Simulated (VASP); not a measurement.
# HgTe (Coloradoite) (F-43m) in VASP: settings compared, part 2 of 2

VASP 6.6.1. The steps go on from the part before.

## (3) Relaxation of cell and atoms, PBE

File INCAR:

```
SYSTEM = HgTe
  PREC = Accurate
  ENCUT = 600
  EDIFF = 1E-7
  ISMEAR = -1
  SIGMA = 0.05
  LREAL = .False.
  LASPH = .True.
  NELM = 100
  ALGO = Fast
  ISIF = 3
  LWAVE = .False.
  LCHARG = .False.
  GGA = PE
  IBRION = 2
  NSW = 40
  EDIFFG = -0.01
```

File KPOINTS:

```
Automatic mesh
0
Gamma
  7 7 7
  0 0 0
```

File POSCAR:

```
HgTe
1.0
    0.0000000000      3.2145000000      3.2145000000
    3.2145000000      0.0000000000      3.2145000000
    3.2145000000      3.2145000000      0.0000000000
Hg Te
1 1
Direct
    0.0000000000      0.0000000000      0.0000000000
    0.7500000000      0.7500000000      0.7500000000
```

Potentials or basis: VASP PAW PBE potentials, release 54 (Hg, Te).

Run with:

```bash
> cat potpaw_PBE.54/Hg/POTCAR potpaw_PBE.54/Te/POTCAR > POTCAR
> mpirun -np 1 vasp_std > vasp.out
```

OUTCAR:

```text
SYSTEM = HgTe
   PREC = Accurate
   ENCUT = 600
   EDIFF = 1E-7
   ISMEAR = -1
   LREAL = .False.
   LASPH = .True.
   NELM = 100
   ISIF = 3
   GGA = PE
   IBRION = 2
   NSW = 40
   EDIFFG = -0.01

 ion  position               nearest neighbor table
   1  0.000  0.000  0.000-   2 2.78   2 2.78   2 2.78   2 2.78
   2  0.750  0.750  0.750-   1 2.78   1 2.78   1 2.78   1 2.78

  LATTYP: Found a face centered cubic cell.
 ALAT       =     6.4290000000

  Lattice vectors:

 A1 = (   0.0000000000,   3.2145000000,   3.2145000000)
 A2 = (   3.2145000000,   0.0000000000,   3.2145000000)
 A3 = (   3.2145000000,   3.2145000000,   0.0000000000)

Analysis of symmetry for initial positions (statically):
=====================================================================
 Subroutine PRICEL returns:
 Original cell was already a primitive cell.

 Routine SETGRP: Setting up the symmetry group for a
 face centered cubic supercell.

 Subroutine GETGRP returns: Found 24 space group operations
 (whereof 24 operations were pure point group operations)
 out of a pool of 48 trial point group operations.

The static configuration has the point symmetry T_d .

Analysis of symmetry for dynamics (positions and initial velocities):
=====================================================================
 Subroutine PRICEL returns:
 Original cell was already a primitive cell.

 Routine SETGRP: Setting up the symmetry group for a
 face centered cubic supercell.

 Subroutine GETGRP returns: Found 24 space group operations
 (whereof 24 operations were pure point group operations)
 out of a pool of 48 trial point group operations.

The dynamic configuration has the point symmetry T_d .

 Subroutine INISYM returns: Found 24 space group operations
 (whereof 24 operations are pure point group operations),
 and found     1 'primitive' translations

----------------------------------------------------------------------------------------

                                     Primitive cell

  volume of cell :      66.4309

  direct lattice vectors                    reciprocal lattice vectors
     0.000000000  3.214500000  3.214500000    -0.155545186  0.155545186  0.155545186
     3.214500000  0.000000000  3.214500000     0.155545186 -0.155545186  0.155545186
     3.214500000  3.214500000  0.000000000     0.155545186  0.155545186 -0.155545186

  length of vectors
     4.545989496  4.545989496  4.545989496     0.269412165  0.269412165  0.269412165

  position of ions in fractional coordinates (direct lattice)
     0.000000000  0.000000000  0.000000000
     0.750000000  0.750000000  0.750000000

  ion indices of the primitive-cell ions
   primitive index   ion index
                 1           1
                 2           2

----------------------------------------------------------------------------------------

 KPOINTS: Automatic mesh

Automatic generation of k-mesh.
 Grid dimensions read from file:
 generate k-points for:    7    7    7

 Generating k-lattice:

  Cartesian coordinates                     Fractional coordinates (reciprocal lattice)
    -0.022220741  0.022220741  0.022220741     0.142857143  0.000000000  0.000000000
     0.022220741 -0.022220741  0.022220741     0.000000000  0.142857143  0.000000000
     0.022220741  0.022220741 -0.022220741     0.000000000  0.000000000  0.142857143

  Length of vectors
     0.038487452  0.038487452  0.038487452

  Shift w.r.t. Gamma in fractional coordinates (k-lattice)
     0.000000000  0.000000000  0.000000000

 Subroutine IBZKPT returns following result:
 ===========================================

 Found     20 irreducible k-points:

 Following reciprocal coordinates:
            Coordinates               Weight
  0.000000  0.000000  0.000000      1.000000
  0.142857  0.000000  0.000000      8.000000
  0.285714  0.000000  0.000000      8.000000
  0.428571  0.000000  0.000000      8.000000
  0.142857  0.142857  0.000000      6.000000
  0.285714  0.142857  0.000000     24.000000
[... 12 lines left out ...]
 -0.428571  0.428571  0.142857     24.000000
 -0.285714  0.428571  0.142857     24.000000
   k-points           NKPTS =     20   k-points in BZ     NKDIM =     20   number of bands    NBANDS=     13
   number of dos      NEDOS =    301   number of ions     NIONS =      2
   total plane-waves  NPLWV =  46656
   dimension x,y,z NGX =    36 NGY =   36 NGZ =   36
   dimension x,y,z NGXF=    72 NGYF=   72 NGZF=   72
   ions per type =               1   1
   NGX,Y,Z   is equivalent  to a cutoff of  13.17, 13.17, 13.17 a.u.
   NGXF,Y,Z  is equivalent  to a cutoff of  26.33, 26.33, 26.33 a.u.
 SYSTEM =  HgTe
   PREC   = accura    normal or accurate (medium, high low for compatibility)
   ISTART =      0    job   : 0-new  1-cont  2-samecut
   ICHARG =      2    charge: 1-file 2-atom 10-const
   ISPIN  =      1    spin polarized calculation?
   LNONCOLLINEAR =      F non collinear calculations
   LSORBIT =      F    spin-orbit coupling
   LASPH  =      T    aspherical Exc in radial PAW
   ENCUT  =  600.0 eV  44.10 Ry    6.64 a.u.   9.08  9.08  9.08*2*pi/ulx,y,z
   NELM   =    100;   NELMIN=  2; NELMDL= -5     # of ELM steps
   EDIFF  = 0.1E-06   stopping-criterion for ELM
   LREAL  =      F    real-space projection
   EDIFFG = -.1E-01   stopping-criterion for IOM
   NSW    =     40    number of steps for IOM
   IBRION =      2    ionic relax: 0-MD 1-quasi-New 2-CG
   NFREE  =      1    steps in history (QN), initial steepest desc. (CG)
   ISIF   =      3    stress and relaxation
   ISYM   =      2    0-nonsym 1-usesym 2-fastsym
   POTIM  = 0.5000    time-step for ionic-motion
   TEBEG  =    0.0;   TEEND  =   0.0 temperature during run
   PSTRESS=    0.0 pullay stress
   NELECT =      18.0000    total number of electrons
   NUPDOWN=      -1.0000    fix difference up-down
   EMIN   =  10.00;   EMAX   =-10.00  energy-range for DOS
   EFERMI =   0.00;   METHOD = LEGACY
   ISMEAR =    -1;   SIGMA  =   0.05  broadening in eV -4-tet -1-fermi 0-gaus
   EFERMI_NEDOS =   21; number of points for ismear=-14 and -15
   IALGO  =     68    algorithm
   IMIX   =      4    mixing-type and parameters
     AMIX     =   0.40;   BMIX     =  1.00
     AMIX_MAG =   1.60;   BMIX_MAG =  1.00
  volume/ion in A,a.u.               =      33.22       224.15
  Fermi-wavevector in a.u.,A,eV,Ry     =   1.059357  2.001894 15.268958  1.122237
  Thomas-Fermi vector in A             =   2.194699
   LORBIT       =      0    0 simple, 1 ext, 2 COOP (PROOUT), +10 PAW based schemes
   GGA     = PE    functional components
   LHFCALC =     F    Hartree Fock is set to
   AEXX    =    0.0000 exact exchange contribution
   IVDW    =     0    specifies the selected vdW correction
   LEPSILON=     F    determine dielectric tensor
   LRPA    =     F    only Hartree local field effects (RPA)
 conjugate gradient relaxation of ions
 non-spin polarized calculation
 RMM-DIIS sequential band-by-band and
  energy-cutoff  :      600.00
  volume of cell :       66.43
 maximum number of plane-waves:      2239
   NGX = 19   NGY = 19   NGZ = 19

--------------------------------------- Ionic step        1  -------------------------------------------

 number of electron      18.0000000 magnetization

 Free energy of the ion-electron system (eV)
  ---------------------------------------------------
  ext. energy  EPLUGINS =         0.00000000
  ---------------------------------------------------
  free energy    TOTEN  =        -3.55183480 eV

  energy without entropy =       -3.55114800  energy(sigma->0) =       -3.55149140

------------------------ aborting loop because EDIFF is reached ----------------------------------------

  FORCE on cell =-STRESS in cart. coord.  units (eV):
  Direction    XX          YY          ZZ          XY          YZ          ZX
  --------------------------------------------------------------------------------------
  -------------------------------------------------------------------------------------
  Total        1.9361845      1.9361845      1.9361845     -0.0000000      0.0000000     -0.0000000
  in kB       46.6967898     46.6967898     46.6967898     -0.0000000      0.0000000     -0.0000000
  external PRESSURE =      46.6967898 kB  Pullay stress =       0.0000000 kB
[... 57 lines left out ...]
  energy  without entropy=       -3.6378456367  energy(sigma->0) =       -3.63827657

--------------------------------------- Ionic step        3  -------------------------------------------

 number of electron      17.9999998 magnetization

 Free energy of the ion-electron system (eV)
  ---------------------------------------------------
  ext. energy  EPLUGINS =         0.00000000
  ---------------------------------------------------
  free energy    TOTEN  =        -3.64702735 eV

  energy without entropy =       -3.64621296  energy(sigma->0) =       -3.64662016

 E-fermi :   2.2706     XC(G=0):  -8.3497

 val. band max:        2.2220366734   @ k =   0.0000   0.0000   0.0000
 cond. band min:       2.8562492389   @ k =   0.1429   0.0000   0.0000
 fundamental gap:      0.6342125655
 Fermi energy:         2.2706118953

 k-point     1 :       0.0000    0.0000    0.0000
  band No.  band energies     occupation
      1      -9.1817      2.00000
      2      -4.6639      2.00000
      3      -4.6639      2.00000
      4      -4.6639      2.00000
      5      -4.2337      2.00000
      6      -4.2337      2.00000
      7       1.2941      2.00000
      8       2.2220      1.45084
      9       2.2220      1.45084
     10       2.2220      1.45084
     11       6.5960      0.00000
     12       6.5960      0.00000
     13       6.5960      0.00000
[... 331 lines left out ...]
  FREE ENERGIE OF THE ION-ELECTRON SYSTEM (eV)
  ---------------------------------------------------
  free  energy   TOTEN  =        -3.6470273527 eV

  energy  without entropy=       -3.6462129581  energy(sigma->0) =       -3.64662016

 reached required accuracy - stopping structural energy minimisation
```

CONTCAR:

```text
HgTe
   1.00000000000000
    -0.0000000000000000    3.3270906015981874    3.3270906015981874
     3.3270906015981874    0.0000000000000000    3.3270906015981874
     3.3270906015981874    3.3270906015981874    0.0000000000000000
  Hg              Te
     1     1
Direct
     0.0000000000000000    0.0000000000000000    0.0000000000000000
     0.7500000000000000    0.7500000000000000    0.7500000000000000

  0.00000000E+00  0.00000000E+00  0.00000000E+00
  0.00000000E+00  0.00000000E+00  0.00000000E+00
```

It took 65 s on 1 thread of Intel Xeon Platinum 8375C at 2.90GHz (Ice Lake), shared host; peak memory 0.22 GiB.

Results:

```yaml
Free_energy: -3.6470 eV
Relaxed_volume: 36.83 Å³/atom
Relaxed_cell: a = 4.705 Å, b = 4.705 Å, c = 4.705 Å, α = 60.00°, β = 60.00°, γ = 60.00°
Space_group_after_relaxing_to_0.05_Å: F-43m (No. 216)
Energy_gained_by_relaxing: 47.6 meV/atom
Ionic_steps: 3
Pressure_after_relaxing: 0.0 GPa
Band_gap_on_the_k_mesh: none (metal or under the smearing width)
```

Step by step:
```tsv
step	energy change (eV)	largest force (eV/Å)	pressure (GPa)	volume (Å³)
1	0.0000	0.0000	4.67	66.43
2	-0.0869	0.0000	-1.04	76.18
3	-0.0952	0.0000	0.01	73.66
```

Final structure:
```xyz
2
Lattice="0.0000 3.3271 3.3271 3.3271 0.0000 3.3271 3.3271 3.3271 0.0000" Properties=species:S:1:pos:R:3 pbc="T T T"
Hg    0.0000    0.0000    0.0000
Te    4.9906    4.9906    4.9906
```

Caveat: the volume moved by +11 % from the deposited cell, more than functionals usually miss.

## (4) Relaxation of cell and atoms, PBE

File INCAR:

```
SYSTEM = HgTe
PREC = Accurate
ENCUT = 580
EDIFF = 1E-6
ISMEAR = -1
SIGMA = 0.05
LREAL = .FALSE.
LASPH = .TRUE.
NELM = 100
ALGO = Normal
ISIF = 3
LWAVE = .FALSE.
LCHARG = .FALSE.
GGA = PE
IBRION = 2
NSW = 60
EDIFFG = -0.01
```

File KPOINTS:

```
Automatic mesh
0
G
  7 7 7
  0 0 0
```

POSCAR is that of step 3.

Run with:

```bash
> cat potpaw_PBE.54/Hg/POTCAR potpaw_PBE.54/Te/POTCAR > POTCAR
> mpirun -np 1 vasp_std > vasp.out
```

Run time: 44 s. Hardware: 1 thread of Intel Xeon Platinum 8375C at 2.90GHz (Ice Lake), shared host; peak memory 0.22 GiB.

It converged, with:

```yaml
Free_energy: -3.6466 eV
Relaxed_volume: 36.83 Å³/atom
Relaxed_cell: a = 4.705 Å, b = 4.705 Å, c = 4.705 Å, α = 60.00°, β = 60.00°, γ = 60.00°
Space_group_after_relaxing_to_0.05_Å: F-43m (No. 216)
Energy_gained_by_relaxing: 47.4 meV/atom
Ionic_steps: 3
Pressure_after_relaxing: 0.0 GPa
Band_gap_on_the_k_mesh: none (metal or under the smearing width)
```

The path:
```csv
step,energy change (eV),largest force (eV/Å),pressure (GPa),volume (Å³)
1,0.0000,0.0000,4.65,66.43
2,-0.0867,0.0000,-1.03,76.14
3,-0.0949,0.0000,0.02,73.65
```

Final structure:
```yaml
crystal:
  lattice:
    - [0.00000, 3.32700, 3.32700]
    - [3.32700, 0.00000, 3.32700]
    - [3.32700, 3.32700, 0.00000]
  atoms:
    - { symbol: Hg, position: [0.00000, 0.00000, 0.00000] }
    - { symbol: Te, position: [0.75000, 0.75000, 0.75000] }
```

Levels at points of the mesh, in eV from the Fermi level:
| k point | band 6 | band 7 | band 8 | band 9 | band 10 | band 11 | band 12 | band 13 |
| --- | --- | --- | --- | --- | --- | --- | --- | --- |
| (0.00, 0.00, 0.00) | -6.51 | -0.98 | -0.05 | -0.05 | -0.05 | 4.33 | 4.33 | 4.33 |

Caveat: the volume moved by +11 % from the deposited cell, more than functionals usually miss.

## (5) Single point, PBE

File INCAR:

```
  PREC = Accurate
  ENCUT = 520
  EDIFF = 1E-6
  ISMEAR = 0
  SIGMA = 0.014
  LREAL = False
  LASPH = True
  NELM = 80
  ALGO = Fast
  ISIF = 2
  LWAVE = False
  LCHARG = True
  GGA = PE
  LELF = True
  LVHAR = True
```

File KPOINTS:

```
Automatic mesh
0
Gamma
  7 7 7
```

POSCAR is that of step 4.

Potentials or basis: VASP PAW PBE potentials, release 64 (Hg, Te).

Run with:

```bash
> cat potpaw_PBE.64/Hg/POTCAR potpaw_PBE.64/Te/POTCAR > POTCAR
> mpirun -np 1 vasp_std > vasp.out
```

OUTCAR:

```text
PREC = Accurate
   ENCUT = 520
   EDIFF = 1E-6
   ISMEAR = 0
   LREAL = False
   LASPH = True
   NELM = 80
   ISIF = 2
   GGA = PE

 ion  position               nearest neighbor table
   1  0.000  0.000  0.000-   2 2.78   2 2.78   2 2.78   2 2.78
   2  0.750  0.750  0.750-   1 2.78   1 2.78   1 2.78   1 2.78

  LATTYP: Found a face centered cubic cell.
 ALAT       =     6.4290000000

  Lattice vectors:

 A1 = (   0.0000000000,   3.2145000000,   3.2145000000)
[... 501 lines left out ...]

------------------------ aborting loop because EDIFF is reached ----------------------------------------

  FORCE on cell =-STRESS in cart. coord.  units (eV):
  Direction    XX          YY          ZZ          XY          YZ          ZX
  --------------------------------------------------------------------------------------
  -------------------------------------------------------------------------------------
  Total        1.9229009      1.9229009      1.9229009      0.0000000      0.0000000     -0.0000000
  in kB       46.3764188     46.3764188     46.3764188      0.0000000      0.0000000     -0.0000000
  external PRESSURE =      46.3764188 kB  Pullay stress =       0.0000000 kB

 VOLUME and BASIS-vectors are now :
 -----------------------------------------------------------------------------
  energy-cutoff  :      520.00
  volume of cell :       66.43
      direct lattice vectors                 reciprocal lattice vectors
     0.000000000  3.214500000  3.214500000    -0.155545186  0.155545186  0.155545186
     3.214500000  0.000000000  3.214500000     0.155545186 -0.155545186  0.155545186
     3.214500000  3.214500000  0.000000000     0.155545186  0.155545186 -0.155545186

 POSITION                                       TOTAL-FORCE (eV/Angst)
 -----------------------------------------------------------------------------------
      0.00000      0.00000      0.00000        -0.000000      0.000000     -0.000000
      4.82175      4.82175      4.82175         0.000000     -0.000000      0.000000
 -----------------------------------------------------------------------------------
    total drift:                                0.000000      0.000000      0.000000

  FREE ENERGIE OF THE ION-ELECTRON SYSTEM (eV)
  ---------------------------------------------------
  free  energy   TOTEN  =        -3.5512482120 eV

  energy  without entropy=       -3.5511852478  energy(sigma->0) =       -3.55121673
```

Wall time 14 s (1 thread of Intel Xeon Platinum 8488C (Sapphire Rapids), shared host); peak memory 0.2 GiB.

What came out:

* Free energy: -3.5512 eV
* Pressure: 4.6 GPa
* Band gap on the k mesh: none (metal or under the smearing width)

Levels at points of the mesh, in eV from the Fermi level:
| k point | band 7 | band 8 | band 9 | band 10 | band 11 | band 12 |
| --- | --- | --- | --- | --- | --- | --- |
| (0.00, 0.00, 0.00) | -0.69 | 0.00 | 0.00 | 0.00 | 4.19 | 4.19 |

The run has no spin-orbit coupling, so splittings on Hg, Te are missing.

## (6) Relaxation of cell and atoms, PBE0

POSCAR is that of step 5.

File INCAR.step1:

```
PREC = Accurate
ENCUT = 600
EDIFF = 1E-5
ISMEAR = -1
SIGMA = 0.05
LREAL = F
LASPH = T
NELM = 60
ALGO = Normal
LWAVE = T
LCHARG = F
GGA = PE
```

File INCAR.step2:

```
PREC = Accurate
ENCUT = 600
EDIFF = 1E-6
ISMEAR = -1
SIGMA = 0.05
LREAL = F
LASPH = T
NELM = 60
ALGO = Normal
ISIF = 3
LWAVE = F
LCHARG = F
GGA = PE
LHFCALC = T
AEXX = 0.25
PRECFOCK = Fast
IBRION = 2
NSW = 60
EDIFFG = -0.005
ISTART = 1
```

File KPOINTS:

```
Automatic mesh
0
Gamma
  4 4 4
```

Potentials or basis: VASP PAW PBE potentials, release 64 (Hg, Te).

Run with:

```bash
> cat potpaw_PBE.64/Hg/POTCAR potpaw_PBE.64/Te/POTCAR > POTCAR
> cp INCAR.step1 INCAR
> mpirun -np 1 vasp_std > vasp.out
> cp INCAR.step2 INCAR
> mpirun -np 1 vasp_std > vasp.out
```

Run time: 38 min. Hardware: 1 thread of Intel Xeon Platinum 8488C (Sapphire Rapids), shared host; peak memory 0.22 GiB.

Results (log left out):

| Item | Value |
| --- | --- |
| Free energy | -5.2211 eV |
| Relaxed volume | 35.53 Å³/atom |
| Relaxed cell | a = 4.649 Å, b = 4.649 Å, c = 4.649 Å, α = 60.00°, β = 60.00°, γ = 60.00° |
| Space group after relaxing (to 0.05 Å) | F-43m (No. 216) |
| Energy gained by relaxing | 24.3 meV/atom |
| Ionic steps | 4 |
| Pressure after relaxing | 0.0 GPa |
| Band gap on the k mesh | 0.62 eV, direct |

The path:
```csv
step,energy change (eV),largest force (eV/Å),pressure (GPa),volume (Å³)
1,0.0000,0.0000,3.22,66.43
2,-0.0415,0.0000,-1.07,73.06
3,-0.0486,0.0000,-0.13,71.27
4,-0.0487,0.0000,-0.01,71.06
```

Final structure:
```yaml
crystal:
  lattice:
    - [0.00000, 3.28755, 3.28755]
    - [3.28755, 0.00000, 3.28755]
    - [3.28755, 3.28755, 0.00000]
  atoms:
    - { symbol: Hg, position: [0.00000, 0.00000, 0.00000] }
    - { symbol: Te, position: [0.75000, 0.75000, 0.75000] }
```

Levels at points of the mesh, in eV from the valence-band top:
```
           k point  band 5  band 6  band 7  band 8  band 9  band 10  band 11  band 12  band 13
(0.00, 0.00, 0.00)   -7.76   -7.76   -0.15   -0.01    0.00     0.62     5.79     5.79     5.80
(0.50, 0.00, 0.00)   -7.74   -7.43   -5.60   -0.98   -0.97     2.05     6.59     6.59     8.41
(0.50, 0.50, 0.00)   -7.71   -7.29   -5.62   -2.26   -2.26     3.31     3.90     9.78    10.55
```

Caveat: the k mesh is coarse (spacing up to 0.42 Å⁻¹), so the values aren't converged, least of all with exact exchange; the PAW data sets were made with another functional, which shifts forces and pressure a little; spin-orbit coupling is left out, which moves the levels of the heavy elements.

## (7) For comparison

An earlier run on the cell as given: functional PBE; potentials or basis VASP PAW PBE potentials, release 64 (Hg, Te); cutoff 520 eV; k mesh 7 × 7 × 7; occupations fermi-dirac, width 0.05 eV; no spin polarisation.

* Pressure: 4.6 GPa
* Band gap on the k mesh: none (metal or under the smearing width)

## (8) Overview

```csv
task,level,potentials or basis,cell,k mesh,cutoff (eV),smearing,grid for exact exchange (PRECFOCK),exchange at q = 0,mesh quality,gap on the mesh (eV),pressure (GPa),relaxed volume (Å³/atom)
single point,PBE,"VASP PAW PBE potentials, release 64 (Hg, Te)",as given,7 × 7 × 7,520,gaussian 0.029 eV,-,-,not flagged,none,4.6,-
relaxation of cell and atoms,PBE,"VASP PAW PBE potentials, release 54 (Hg, Te)",relaxed,7 × 7 × 7,600,fermi-dirac 0.05 eV,-,-,not flagged,none,0.0,36.83
relaxation of cell and atoms,PBE,"VASP PAW PBE potentials, release 54 (Hg, Te)",relaxed,7 × 7 × 7,580,fermi-dirac 0.05 eV,-,-,not flagged,none,0.0,36.83
single point,PBE,"VASP PAW PBE potentials, release 64 (Hg, Te)",as given,7 × 7 × 7,520,gaussian 0.014 eV,-,-,not flagged,none,4.6,-
relaxation of cell and atoms,PBE0,"VASP PAW PBE potentials, release 64 (Hg, Te)",relaxed,4 × 4 × 4,600,fermi-dirac 0.05 eV,Fast,default,coarse,0.62,0.0,35.53
single point,PBE,"VASP PAW PBE potentials, release 64 (Hg, Te)",as given,7 × 7 × 7,520,fermi-dirac 0.05 eV,-,-,not flagged,none,4.6,-
```

Alike in all rows: no spin polarisation.

Caveats: some runs use coarse meshes; the volume moved by +11 % from the deposited cell, more than functionals usually miss (some runs); the PAW data sets were made with another functional, which shifts forces and pressure a little (some runs); spin-orbit coupling is left out, which moves the levels of the heavy elements (some runs).

Absolute energies hang on the potentials; compare differences alone.
